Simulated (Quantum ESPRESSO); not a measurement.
Ni under changes of volume

One of the cells (10.492 Å³/atom); the others are scaled copies at fixed shape and fractional positions:

```
CELL_PARAMETERS angstrom
0.00000 1.73757 1.73757
1.73757 0.00000 1.73757
1.73757 1.73757 0.00000
ATOMIC_POSITIONS crystal
Ni 0.00000 0.00000 0.00000
```

- Program: Quantum ESPRESSO 7.5
- Functional: PBE
- Potentials or basis: SSSP 1.3 efficiency PBE
- Cutoff: 748 eV
- Density cutoff: 5987 eV
- k mesh: 13 × 13 × 13
- Occupations: fermi-dirac, width 0.05 eV
- Spin: collinear spin, ferromagnetic start
- Starting moments: [1.0] μB

```csv
volume (Å³/atom),energy over the lowest point (meV/atom),pressure (GPa)
9.862,71.96,24.9
10.072,43.42,18.5
10.282,?,?
10.492,9.11,7.7
10.702,1.74,3.2
10.912,0.00,-0.8
11.122,3.22,-4.4
```

Q: What does the run at 10.282 Å³/atom give?

A: Energy over the lowest point 22.77 meV/atom; pressure 12.8 GPa.

Worked out: A Birch-Murnaghan fit of order 3 (a polynomial in V^(-2/3)) to the other rows has its minimum at 10.88 Å³/atom with B0 = V·E''(V) = 201 GPa and B' = 4.9. It gives 22.75 meV/atom at 10.282 Å³/atom, against the run's 22.77, and -dE/dV = 13.0 GPa, against 12.8.

Energies are extrapolated to zero smearing.
